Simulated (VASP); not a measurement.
Sc: single point with PBEsol+D4

Sc, a slab with vacuum:

```
Sc
1.0
     3.12517    0.00000    0.00000
    -1.56259    2.70648    0.00000
     0.00000    0.00000   27.61402
Sc
4
Direct
  0.66667 0.33333 0.25349
  0.33333 0.66667 0.34630
  0.66667 0.33333 0.44028
  0.33333 0.66667 0.53655
```

The cell was built by a generator and needn't be a form met in nature.

* Program: VASP 6.6.1
* Task: single point
* Functional: PBEsol
* Dispersion: D4
* Potentials or basis: VASP PAW PBE potentials, release 64 (Sc_sv)
* Cutoff: 520 eV
* k mesh: 12 × 12 × 1
* Occupations: methfessel-paxton, width 0.1 eV
* Spin: no spin polarisation

- Largest force: 0.206 eV/Å
- Band gap on the k mesh: none (metal or under the smearing width)
- Dispersion energy per atom: -0.128 eV
- Work function of the upper face: 3.83 eV
- Work function of the lower face: 3.72 eV

Forces in eV/Å, atoms in the order of the input:
```
Sc   0.000  0.000  0.008
Sc   0.000  0.000 -0.059
Sc   0.000  0.000  0.206
Sc   0.000  0.000 -0.156
```

Levels at points of the mesh, in eV from the Fermi level:
```
           k point  band 19  band 20  band 21  band 22  band 23  band 24  band 25  band 26
(0.00, 0.00, 0.00)    -3.30    -2.29     0.02     0.06     0.43     0.83     1.43     1.58
(0.50, 0.00, 0.00)    -1.36    -1.25    -0.68    -0.30    -0.09     0.53     0.74     1.38
```

Run time: 6.1 min on 1 thread of Intel(R) Xeon(R) Platinum 8488C (Sapphire Rapids), with other jobs on the host, peak memory 0.38 GiB.

Caveat: the PAW data sets were made with another functional, which shifts forces and pressure a little.
